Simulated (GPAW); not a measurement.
# Zr (P6_3/mmc) in GPAW: a series of runs

One crystal, Zr, is run at these levels: RPBE+D3(BJ), PBEsol+D4, PBE+D4, BLYP, PBE; tasks: relaxation of cell and atoms, single point.

Program: GPAW 26.7.0. These are calculated values, not measurements. Logs are shortened: lines on timing, memory, paths and dates and some standing lists are left out, and cuts for length are marked. The log counts tension as positive stress, the text compression.

## (1) The crystal as given

The structure is hexagonal, space group P6_3/mmc (No. 194). Conventional cell: a = 3.232 Å, b = 3.232 Å, c = 5.147 Å, α = 90.00°, β = 90.00°, γ = 120.00°. Zr (site symmetry -6m2) is surrounded by 12 Zr at 3.18 to 3.23 Å.

## (2) Relaxation of cell and atoms, RPBE+D3(BJ), target pressure 10 GPa, at which the enthalpy is minimised

File run.py:

```python
from ase.calculators.mixing import SumCalculator
from ase.filters import FrechetCellFilter
from ase.io import read, write
from ase.optimize import BFGS
from ase.units import GPa
from dftd3.ase import DFTD3
from gpaw import GPAW, PW

atoms = read('Zr.cif')

calc = GPAW(mode=PW(600),
            xc='RPBE',
            kpts={'size': (7, 7, 4), 'gamma': True},
            occupations={'name': 'fermi-dirac', 'width': 0.05},
            nbands=24,
            convergence={'density': 1e-05, 'energy': 1e-05},
            maxiter=150,
            txt='gpaw.txt')
atoms.calc = SumCalculator([calc, DFTD3(method='rpbe', damping='d3bj')])
opt = BFGS(FrechetCellFilter(atoms, scalar_pressure=10 * GPa), trajectory='relax.traj', logfile='-')
done = opt.run(fmax=0.05, steps=40)
calc.write('gs.gpw')
write('result.traj', atoms)
print('Converged:', done)
print('Cell:', atoms.cell.cellpar().round(4))
print('Volume:', round(atoms.get_volume(), 4))
print(atoms.get_scaled_positions().round(5))
```

File Zr.cif:

```cif
data_Zr
_cell_length_a 3.23200000
_cell_length_b 3.23200000
_cell_length_c 5.14700000
_cell_angle_alpha 90.00000000
_cell_angle_beta 90.00000000
_cell_angle_gamma 120.00000000
_space_group_name_H-M_alt 'P6_3/mmc'
_space_group_name_Hall '-P 6c 2c'
_space_group_IT_number 194
loop_
_space_group_symop_operation_xyz
'x,y,z'
'-x,-y,-z'
'x-y,x,z+1/2'
'-x+y,-x,-z+1/2'
'-y,x-y,z'
'y,-x+y,-z'
'-x,-y,z+1/2'
'x,y,-z+1/2'
'-x+y,-x,z'
'x-y,x,-z'
'y,-x+y,z+1/2'
'-y,x-y,-z+1/2'
'-y,-x,-z+1/2'
'y,x,z+1/2'
'-x,-x+y,-z'
'x,x-y,z'
'-x+y,y,-z+1/2'
'x-y,-y,z+1/2'
'y,x,-z'
'-y,-x,z'
'x,x-y,-z+1/2'
'-x,-x+y,z+1/2'
'x-y,-y,-z'
'-x+y,y,z'
loop_
_atom_site_label
_atom_site_type_symbol
_atom_site_symmetry_multiplicity
_atom_site_Wyckoff_symbol
_atom_site_fract_x
_atom_site_fract_y
_atom_site_fract_z
_atom_site_occupancy
Zr1 Zr 2 c 0.6666666667 0.3333333333 0.7500000000 1
```

Potentials or basis: the program's PAW data sets (release 1.2.1) made for this functional, pw.

Run with:

```
> OMP_NUM_THREADS=1 python run.py
```

gpaw.txt:

```text
__  _  _
 | _ |_)|_||  |
 |__||  | ||/\| - 26.7.0

Input parameters:
  mode=PW(ecut=600.0),
  convergence={'density': 1e-05, 'energy': 1e-05},
  kpts=MonkhorstPack(size=(7, 7, 4), gamma=True),
  maxiter=150,
  nbands=24,
  occupations=Occupations(name='fermi-dirac', width=0.05),
  xc=XC(name='RPBE')

Diagonalizing LCAO Hamiltonian
Converting LCAO to pw mode

           Zr

        Zr

Atoms  # Å, Bohr magnetons
|   | symbol |         x |        y |        z |    initial magnetic moments |
|---|--------|-----------|----------|----------|-----------------------------|
| 0 |     Zr |  1.616000 | 0.932998 | 3.860250 | ( 0.0000,  0.0000,  0.0000) |
| 1 |     Zr | -0.000000 | 1.865996 | 1.286750 | ( 0.0000,  0.0000,  0.0000) |

Unit cell  # Å
| periodic |         x |        y |        z |  lengths |     angles |
|----------|-----------|----------|----------|----------|------------|
|      yes |  3.232000 | 0.000000 | 0.000000 | 3.232000 |  90.000000 |
|      yes | -1.616000 | 2.798994 | 0.000000 | 3.232000 |  90.000000 |
|      yes |  0.000000 | 0.000000 | 5.147000 | 5.147000 | 120.000000 |

Number of symmetries: 12
Symmetry operations  # r_c * U_cc + t_c -> r_c
|    | kind |            matrix            |
|----|------|------------------------------|
|  0 |  σ   |  1, 1, 0,  0,-1, 0,  0, 0, 1 |
|  1 |  S6  |  1, 1, 0, -1, 0, 0,  0, 0,-1 |
|  2 |  E   |  1, 0, 0,  0, 1, 0,  0, 0, 1 |
|  3 |  C2  |  1, 0, 0, -1,-1, 0,  0, 0,-1 |
|  4 |  C2  |  0, 1, 0,  1, 0, 0,  0, 0,-1 |
|  5 |  C3  |  0, 1, 0, -1,-1, 0,  0, 0, 1 |
|  6 |  S6  |  0,-1, 0,  1, 1, 0,  0, 0,-1 |
|  7 |  σ   |  0,-1, 0, -1, 0, 0,  0, 0, 1 |
|  8 |  σ   | -1, 0, 0,  1, 1, 0,  0, 0, 1 |
|  9 |  i   | -1, 0, 0,  0,-1, 0,  0, 0,-1 |
| 10 |  C3  | -1,-1, 0,  1, 0, 0,  0, 0, 1 |
| 11 |  C2  | -1,-1, 0,  0, 1, 0,  0, 0,-1 |

BZ-sampling:
  Number of BZ points: 196
  Number of IBZ points: 28

  Monkhorst-Pack size: [7, 7, 4]
  Monkhorst-Pack shift: [0.0, 0.0, 0.125]

K-points  # in reciprocal-cell coordinates
|     |                                coordinates |     weight |
|-----|--------------------------------------------|------------|
|   0 | (  0.00000000,   0.00000000,   0.00000000) | 0.00510204 |
|   1 | (  0.00000000,   0.00000000,   0.25000000) | 0.01020408 |
|   2 | (  0.00000000,   0.00000000,   0.50000000) | 0.00510204 |
|   3 | (  0.14285714,   0.00000000,  -0.25000000) | 0.03061224 |
|   4 | (  0.14285714,   0.00000000,   0.00000000) | 0.03061224 |
|   5 | (  0.14285714,   0.00000000,   0.25000000) | 0.03061224 |
|   6 | (  0.14285714,   0.00000000,   0.50000000) | 0.03061224 |
|   7 | (  0.28571429,  -0.14285714,   0.00000000) | 0.03061224 |
|   8 | (  0.28571429,  -0.14285714,   0.25000000) | 0.06122449 |
|   9 | (  0.28571429,  -0.14285714,   0.50000000) | 0.03061224 |
| ... |                                            |            |
|  27 | (  0.42857143,   0.42857143,   0.50000000) | 0.03061224 |

Plane wave coefficients: 1575
Cutoff: 600.0 eV
[... 754 lines left out ...]
Fermi level: 14.356
Eigenvalues  # (at kpt = [0.000, 0.000, 0.000])
| band index |      eig [eV] | occ [0-2] |
|------------|---------------|-----------|
|          0 |       -34.241 |     2.000 |
|        ... |               |           |
|          2 |       -13.645 |     2.000 |
|          3 |       -11.200 |     2.000 |
|          4 |       -11.200 |     2.000 |
|          5 |       -10.835 |     2.000 |
|          6 |       -10.835 |     2.000 |
|          7 |       -10.808 |     2.000 |
[... 8 lines left out ...]
|         16 |        17.142 |     0.000 |
|         17 |        17.508 |     0.000 |
|        ... |               |           |
|         23 |        31.334 |     0.000 |

No gap
No difference between direct/indirect transitions

Stress tensor  # eV/Ang^3
|         x |         y |         z |
|-----------|-----------|-----------|
| -0.366712 |  0.000000 |  0.000000 |
|  0.000000 | -0.366712 | -0.000000 |
| -0.000000 | -0.000000 | -0.412536 |

Forces  # eV/Ang
|        x |       y |        z |
|----------|---------|----------|
| -0.00000 | 0.00000 | -0.00035 |  # Zr   0
|  0.00000 | 0.00000 |  0.00035 |  # Zr   1

Interpolating wave functions to new cell

          Zr

        Zr

Atoms  # Å, Bohr magnetons
|   | symbol |         x |        y |        z |    initial magnetic moments |
|---|--------|-----------|----------|----------|-----------------------------|
| 0 |     Zr |  1.426087 | 0.823352 | 3.462905 | ( 0.0000,  0.0000,  0.0000) |
| 1 |     Zr | -0.000000 | 1.646703 | 1.154306 | ( 0.0000,  0.0000,  0.0000) |

Unit cell  # Å
| periodic |         x |         y |         z |  lengths |     angles |
|----------|-----------|-----------|-----------|----------|------------|
|      yes |  2.852174 |  0.000000 |  0.000000 | 2.852174 |  90.000000 |
|      yes | -1.426087 |  2.470055 | -0.000000 | 2.852174 |  90.000000 |
|      yes | -0.000000 | -0.000000 |  4.617211 | 4.617211 | 120.000000 |

Number of symmetries: 12
Symmetry operations  # r_c * U_cc + t_c -> r_c
|    | kind |            matrix            |
|----|------|------------------------------|
|  0 |  σ   |  1, 1, 0,  0,-1, 0,  0, 0, 1 |
|  1 |  S6  |  1, 1, 0, -1, 0, 0,  0, 0,-1 |
|  2 |  E   |  1, 0, 0,  0, 1, 0,  0, 0, 1 |
|  3 |  C2  |  1, 0, 0, -1,-1, 0,  0, 0,-1 |
|  4 |  C2  |  0, 1, 0,  1, 0, 0,  0, 0,-1 |
|  5 |  C3  |  0, 1, 0, -1,-1, 0,  0, 0, 1 |
|  6 |  S6  |  0,-1, 0,  1, 1, 0,  0, 0,-1 |
|  7 |  σ   |  0,-1, 0, -1, 0, 0,  0, 0, 1 |
|  8 |  σ   | -1, 0, 0,  1, 1, 0,  0, 0, 1 |
|  9 |  i   | -1, 0, 0,  0,-1, 0,  0, 0,-1 |
| 10 |  C3  | -1,-1, 0,  1, 0, 0,  0, 0, 1 |
| 11 |  C2  | -1,-1, 0,  0, 1, 0,  0, 0,-1 |

BZ-sampling:
  Number of BZ points: 196
  Number of IBZ points: 28

  Monkhorst-Pack size: [7, 7, 4]
  Monkhorst-Pack shift: [0.0, 0.0, 0.125]
[... 344 lines left out ...]
Fermi level: 14.339
Eigenvalues  # (at kpt = [0.000, 0.000, 0.000])
| band index |      eig [eV] | occ [0-2] |
|------------|---------------|-----------|
|          0 |       -34.148 |     2.000 |
|        ... |               |           |
|          2 |       -13.478 |     2.000 |
|          3 |       -10.951 |     2.000 |
|          4 |       -10.951 |     2.000 |
|          5 |       -10.798 |     2.000 |
|          6 |       -10.654 |     2.000 |
|          7 |       -10.654 |     2.000 |
[... 8 lines left out ...]
|         16 |        17.714 |     0.000 |
|         17 |        17.714 |     0.000 |
|        ... |               |           |
|         23 |        30.812 |     0.000 |

No gap
No difference between direct/indirect transitions

Stress tensor  # eV/Ang^3
|         x |         y |         z |
|-----------|-----------|-----------|
| -0.386082 |  0.000000 |  0.000000 |
|  0.000000 | -0.386082 | -0.000000 |
|  0.000000 | -0.000000 | -0.398575 |

Forces  # eV/Ang
|        x |        y |        z |
|----------|----------|----------|
|  0.00000 | -0.00000 | -0.00025 |  # Zr   0
| -0.00000 |  0.00000 |  0.00025 |  # Zr   1

# Writing to gs.gpw (mode='')
```

Wall time 70 s (1 thread of Arm Neoverse V2, shared host); peak memory 0.21 GiB.

Results:

```
Free energy                                            : -22.5222 eV
Relaxed volume                                         : 16.17 Å³/atom
Relaxed cell                                           : a = 2.812 Å, b = 2.812 Å, c = 4.723 Å, α = 90.00°, β = 90.00°, γ = 120.00°
Space group after relaxing (to 0.05 Å)                 : P6_3/mmc (No. 194)
Energy change on relaxing (the enthalpy is what falls) : -635.2 meV/atom
Ionic steps                                            : 6
Pressure after relaxing                                : 10.0 GPa
Band gap on the k mesh                                 : none (metal or under the smearing width)
Dispersion energy per atom                             : -5.393 eV
```

Stress tensor (GPa, compression positive):
```
 9.80  0.00  0.00
 0.00  9.80  0.00
 0.00  0.00 10.37
```

The path:
```
step  energy change (eV)  largest force (eV/Å)  pressure (GPa)  volume (Å³)
   1              0.0000                0.0000          -28.66        46.56
   2             -0.8141                0.0000          -20.18        41.28
   3             -1.1699                0.0001           15.68        31.49
   4             -1.2589                0.0003            9.21        32.54
   5             -1.2654                0.0002            9.22        32.53
   6             -1.2703                0.0003            9.99        32.34
```

Final structure:
```
CELL_PARAMETERS angstrom
2.81182 0.00000 0.00000
-1.40591 2.43511 0.00000
0.00000 0.00000 4.72267
ATOMIC_POSITIONS crystal
Zr 0.66667 0.33333 0.75000
Zr 0.33333 0.66667 0.25000
```

Caveat: later steps reuse the first step's grids; the volume moved by over 15 % at a fixed basis, so the end points are rough; pairwise dispersion overbinds metals, which lowers pressure and volume.

## (3) Relaxation of cell and atoms, PBEsol+D4

File run.py:

```python
from ase.calculators.mixing import SumCalculator
from ase.filters import FrechetCellFilter
from ase.io import read, write
from ase.optimize import LBFGS
from dftd4.ase import DFTD4
from gpaw import GPAW, PW, setup_paths

setup_paths.insert(0, '.')

atoms = read('Zr.cif')

calc = GPAW(mode=PW(600),
            xc='PBEsol',
            kpts={'size': (7, 7, 4), 'gamma': True},
            occupations={'name': 'fermi-dirac', 'width': 0.05},
            nbands=24,
            convergence={'density': 1e-05, 'energy': 1e-05},
            maxiter=150,
            txt='gpaw.txt')
atoms.calc = SumCalculator([calc, DFTD4(method='pbesol')])
opt = LBFGS(FrechetCellFilter(atoms), trajectory='relax.traj', logfile='-')
done = opt.run(fmax=0.05, steps=60)
calc.write('gs.gpw')
write('result.traj', atoms)
print('Converged:', done)
print('Cell:', atoms.cell.cellpar().round(4))
print('Volume:', round(atoms.get_volume(), 4))
print(atoms.get_scaled_positions().round(5))
```

Zr.cif is that of step 2.

Potentials or basis: PAW data sets generated in the run's folder for this functional, pw.

Run with:

```
> gpaw-setup -f PBEsol Zr
> OMP_NUM_THREADS=1 python run.py
```

gpaw.txt:

```text
__  _  _
 | _ |_)|_||  |
 |__||  | ||/\| - 26.7.0

Input parameters:
  mode=PW(ecut=600.0),
  convergence={'density': 1e-05, 'energy': 1e-05},
  kpts=MonkhorstPack(size=(7, 7, 4), gamma=True),
  maxiter=150,
  nbands=24,
  occupations=Occupations(name='fermi-dirac', width=0.05),
  xc=XC(name='PBEsol')

Diagonalizing LCAO Hamiltonian
Converting LCAO to pw mode

           Zr

        Zr

Atoms  # Å, Bohr magnetons
|   | symbol |         x |        y |        z |    initial magnetic moments |
|---|--------|-----------|----------|----------|-----------------------------|
| 0 |     Zr |  1.616000 | 0.932998 | 3.860250 | ( 0.0000,  0.0000,  0.0000) |
| 1 |     Zr | -0.000000 | 1.865996 | 1.286750 | ( 0.0000,  0.0000,  0.0000) |

Unit cell  # Å
| periodic |         x |        y |        z |  lengths |     angles |
|----------|-----------|----------|----------|----------|------------|
|      yes |  3.232000 | 0.000000 | 0.000000 | 3.232000 |  90.000000 |
|      yes | -1.616000 | 2.798994 | 0.000000 | 3.232000 |  90.000000 |
|      yes |  0.000000 | 0.000000 | 5.147000 | 5.147000 | 120.000000 |

Number of symmetries: 12
Symmetry operations  # r_c * U_cc + t_c -> r_c
|    | kind |            matrix            |
|----|------|------------------------------|
|  0 |  σ   |  1, 1, 0,  0,-1, 0,  0, 0, 1 |
|  1 |  S6  |  1, 1, 0, -1, 0, 0,  0, 0,-1 |
|  2 |  E   |  1, 0, 0,  0, 1, 0,  0, 0, 1 |
|  3 |  C2  |  1, 0, 0, -1,-1, 0,  0, 0,-1 |
|  4 |  C2  |  0, 1, 0,  1, 0, 0,  0, 0,-1 |
|  5 |  C3  |  0, 1, 0, -1,-1, 0,  0, 0, 1 |
|  6 |  S6  |  0,-1, 0,  1, 1, 0,  0, 0,-1 |
|  7 |  σ   |  0,-1, 0, -1, 0, 0,  0, 0, 1 |
|  8 |  σ   | -1, 0, 0,  1, 1, 0,  0, 0, 1 |
[... 111 lines left out ...]
SCF iterations
|iter     | |      energy | eigst |  dens |
|---------|-|-------------|-------|-------|
|iter:   1| |  -16.172401 | +0.24 |       |
|iter:   2| |  -16.127951 | -1.49 | -1.29 |
|iter:   3| |  -15.882074 | -1.45 | -1.33 |
|iter:   4| |  -15.881545 | -2.67 | -1.94 |
|iter:   5| |  -15.882581 | -4.19 | -2.41 |
|iter:   6| |  -15.882591 | -5.65 | -3.63 |
|iter:   7| |  -15.882594c| -7.04 | -4.24 |
|iter:   8| |  -15.882594c| -7.54c| -5.02c|

Converged in 8 steps
Energy contributions relative to reference atoms: (reference = -195675.701761)

Energy contributions:
  Kinetic:           2.644544
  Coulomb:          -4.118984
  Zero:              0.721233
[... 210 lines left out ...]
  Kinetic:           3.868732
  Coulomb:          -5.003042
  Zero:              0.723350
  External:          0.000000
  Xc:              -15.471506
  Entropy:          -0.021706
  Spinorbit:         0.000000
  ----------------------------
  Free energy:     -15.904172
  Extrapolated:    -15.893319
[... 28 lines left out ...]
No gap
No difference between direct/indirect transitions

Stress tensor  # eV/Ang^3
|         x |         y |        z |
|-----------|-----------|----------|
|  0.013978 | -0.000000 | 0.000000 |
| -0.000000 |  0.013978 | 0.000000 |
|  0.000000 |  0.000000 | 0.015063 |

Forces  # eV/Ang
|        x |        y |        z |
|----------|----------|----------|
|  0.00000 |  0.00000 |  0.00000 |  # Zr   0
| -0.00000 | -0.00000 | -0.00000 |  # Zr   1

Interpolating wave functions to new cell

           Zr

        Zr

Atoms  # Å, Bohr magnetons
|   | symbol |         x |        y |        z |    initial magnetic moments |
|---|--------|-----------|----------|----------|-----------------------------|
| 0 |     Zr |  1.591227 | 0.918695 | 3.797908 | ( 0.0000,  0.0000,  0.0000) |
| 1 |     Zr | -0.000000 | 1.837391 | 1.265969 | ( 0.0000,  0.0000,  0.0000) |

Unit cell  # Å
| periodic |         x |         y |         z |  lengths |     angles |
|----------|-----------|-----------|-----------|----------|------------|
|      yes |  3.182454 |  0.000000 | -0.000000 | 3.182454 |  90.000000 |
|      yes | -1.591227 |  2.756086 |  0.000000 | 3.182454 |  90.000000 |
|      yes | -0.000000 | -0.000000 |  5.063878 | 5.063878 | 120.000000 |

Number of symmetries: 12
Symmetry operations  # r_c * U_cc + t_c -> r_c
|    | kind |            matrix            |
|----|------|------------------------------|
|  0 |  σ   |  1, 1, 0,  0,-1, 0,  0, 0, 1 |
|  1 |  S6  |  1, 1, 0, -1, 0, 0,  0, 0,-1 |
|  2 |  E   |  1, 0, 0,  0, 1, 0,  0, 0, 1 |
|  3 |  C2  |  1, 0, 0, -1,-1, 0,  0, 0,-1 |
|  4 |  C2  |  0, 1, 0,  1, 0, 0,  0, 0,-1 |
|  5 |  C3  |  0, 1, 0, -1,-1, 0,  0, 0, 1 |
|  6 |  S6  |  0,-1, 0,  1, 1, 0,  0, 0,-1 |
|  7 |  σ   |  0,-1, 0, -1, 0, 0,  0, 0, 1 |
|  8 |  σ   | -1, 0, 0,  1, 1, 0,  0, 0, 1 |
[... 111 lines left out ...]
SCF iterations
|iter     | |      energy | eigst |  dens |
|---------|-|-------------|-------|-------|
|iter:   1| |  -15.957873 | -0.62 |       |
|iter:   2| |  -15.946938 | -2.29 | -1.75 |
|iter:   3| |  -15.895838 | -2.28 | -1.79 |
|iter:   4| |  -15.897688 | -3.79 | -2.66 |
|iter:   5| |  -15.898693 | -4.43 | -2.93 |
|iter:   6| |  -15.898690 | -6.20 | -3.84 |
|iter:   7| |  -15.898690c| -7.68c| -4.35 |
|iter:   8| |  -15.898690c| -8.58c| -5.46c|

Converged in 8 steps
Energy contributions relative to reference atoms: (reference = -195675.701761)

Energy contributions:
  Kinetic:           7.015772
  Coulomb:          -7.253671
  Zero:              0.729809
  External:          0.000000
  Xc:              -16.379728
  Entropy:          -0.021746
  Spinorbit:         0.000000
  ----------------------------
  Free energy:     -15.909563
  Extrapolated:    -15.898690
[... 28 lines left out ...]
No gap
No difference between direct/indirect transitions

Stress tensor  # eV/Ang^3
|         x |         y |         z |
|-----------|-----------|-----------|
| -0.006210 |  0.000000 |  0.000000 |
|  0.000000 | -0.006210 |  0.000000 |
|  0.000000 |  0.000000 | -0.005777 |

Forces  # eV/Ang
|        x |        y |        z |
|----------|----------|----------|
|  0.00000 |  0.00000 |  0.00010 |  # Zr   0
| -0.00000 | -0.00000 | -0.00010 |  # Zr   1

# Writing to gs.gpw (mode='')
```

stdout:

```text
Step          Energy          fmax
LBFGS:    0      -16.122633        0.644646
LBFGS:    1      -16.136504        0.464135
LBFGS:    2      -16.149991        0.016083
Converged: True
Cell: [  3.1825   3.1825   5.0639  90.      90.     120.    ]
Volume: 44.4159
[[0.66667 0.33333 0.75   ]
 [0.33333 0.66667 0.25   ]]
```

It took 41 s on 1 thread of Arm Neoverse V2, shared host; peak memory 0.19 GiB.

Results:

- Free energy: -16.1609 eV
- Relaxed volume: 22.21 Å³/atom
- Relaxed cell: a = 3.182 Å, b = 3.182 Å, c = 5.064 Å, α = 90.00°, β = 90.00°, γ = 120.00°
- Space group after relaxing (to 0.05 Å): P6_3/mmc (No. 194)
- Energy gained by relaxing: 13.7 meV/atom
- Ionic steps: 3
- Pressure after relaxing: 0.1 GPa
- Band gap on the k mesh: none (metal or under the smearing width)
- Dispersion energy per atom: -0.126 eV

The path:
```tsv
step	energy change (eV)	largest force (eV/Å)	pressure (GPa)	volume (Å³)
1	0.0000	0.0000	-4.30	46.56
2	-0.0139	0.0000	-3.12	45.94
3	-0.0274	0.0001	0.09	44.42
```

Final structure:
```xyz
2
Lattice="3.1825 0.0000 0.0000 -1.5912 2.7561 0.0000 0.0000 0.0000 5.0639" Properties=species:S:1:pos:R:3 pbc="T T T"
Zr    1.5912    0.9187    3.7979
Zr    0.0000    1.8374    1.2660
```

Caveat: later steps reuse the first step's grids; pairwise dispersion overbinds metals, which lowers pressure and volume.

(Part 1 of 2 ends here.)
